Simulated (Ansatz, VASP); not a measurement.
Given: the input of a run of Ansatz 0.2.0 on C.

Contents of input.yaml:

```yaml
crystal:
  lattice:
    - [2.0838934217, -1.2032084158, 0.0]
    - [2.0838934217, 1.2032084158, 0.0]
    - [-1.3509174534, 0.0, 3.4313236862]
  atoms:
    - { symbol: C, position: [0.16664447, 0.16664447, 0.99990696] }
    - { symbol: C, position: [0.83335553, 0.83335553, 9.304e-05] }
hamiltonian:
  xc: pbesol
  pseudopotentials: { kind: paw }
kpoints:
  mp_grid: { grid: [13, 13, 8] }
scf:
  occupations: { method: fermi_dirac, width: 0.05 }
output:
  forces: true
  stress: true
  eigenvalues: true
```

Potentials or basis: Ansatz PAW.

Command:

```console
$ ansatz run input.yaml --threads 2 --pin off --max-ram 5632MiB --backend cpu --events-out ev --progress --plain --runs-dir out
```

Translate it to VASP 6.6.1. Potentials there: VASP PAW PBE potentials, release 64 (C).

As run (the cutoff follows the program's own potentials):

The input INCAR:

```
SYSTEM = C
  PREC = Accurate
  ENCUT = 520
  EDIFF = 1E-6
  ISMEAR = -1
  SIGMA = 0.05
  LREAL = .False.
  LASPH = .True.
  NELM = 80
  ALGO = Normal
  ISIF = 2
  LWAVE = .False.
  LCHARG = .False.
  GGA = PS
  NBANDS = 11
```

File KPOINTS:

```
Automatic mesh
0
Gamma
  13 13 8
  0 0 0
```

File POSCAR:

```
C
1.0
    2.0838934217     -1.2032084158      0.0000000000
    2.0838934217      1.2032084158      0.0000000000
   -1.3509174534      0.0000000000      3.4313236862
C
2
Direct
    0.1666444700      0.1666444700      0.9999069600
    0.8333555300      0.8333555300      0.0000930400
```

Potentials or basis: VASP PAW PBE potentials, release 64 (C).

The run is started by

```sh
$ cat potpaw_PBE.64/C/POTCAR > POTCAR
$ mpirun -np 1 vasp_std > vasp.out
```

Both were run:

|  | VASP | Ansatz | Ansatz less VASP |
| --- | --- | --- | --- |
| gap on the k mesh at the Fermi level (eV) | 0.94 | 0.94 | +0.001 |
| least direct gap on the mesh (eV) | 0.95 | 0.95 | +0.001 |
| pressure (GPa) | 20.4 | 19.7 | -0.70 |
| largest component of the traceless stress (GPa) | 19.61 | 18.82 | -0.794 |

Caveats: this functional lacks dispersion, which binds the layers, so the pressure and a relaxed spacing across them are unreliable; so large a pressure means that the cell lies far from this level's equilibrium, or that cutoff or potentials fall short (VASP); the potentials were made for another functional, which shifts forces and pressure (VASP); an odd mesh through Γ misses points on the zone boundary, where band edges often lie (VASP); odd divisions of the mesh miss points on the zone boundary, where band edges often lie, so the gap on the mesh can be too wide (Ansatz); the pressure holds a Pulay correction of +0.6 GPa for the finite cutoff (Ansatz); the PAW data sets come from PBE, with cores solved anew for the run's functional, which leaves a small shift of forces and pressure (Ansatz).
